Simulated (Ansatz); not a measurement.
Crystal: Re.

```xyz
2
Lattice="2.7608 0.0000 0.0000 -1.3804 2.3909 0.0000 0.0000 0.0000 4.4582" Properties=species:S:1:pos:R:3 pbc="T T T"
Re    1.3804    0.7970    3.3436
Re    0.0000    1.5939    1.1145
```

Base run:

```yaml
Program: Ansatz 0.2.0
Functional: LDA
Potentials_or_basis: all-electron LAPW, scalar-relativistic
Cutoff: 281 eV
Density_cutoff: 1123 eV
Basis_error_allowed: 0.001 eV/atom
k_mesh: 11 × 11 × 6
Occupations: fermi-dirac, width 0.05 eV
Spin: no spin polarisation
```

Its results: pressure -10.0 GPa.

Question: The run is repeated on the same cell with these changes: functional from LDA to RPBE. What comes out?

Answer: Pressure 10.0 GPa.

RPBE binds less tightly than LDA, so the same cell stands under more pressure.

Not every run made on this cell is shown here.
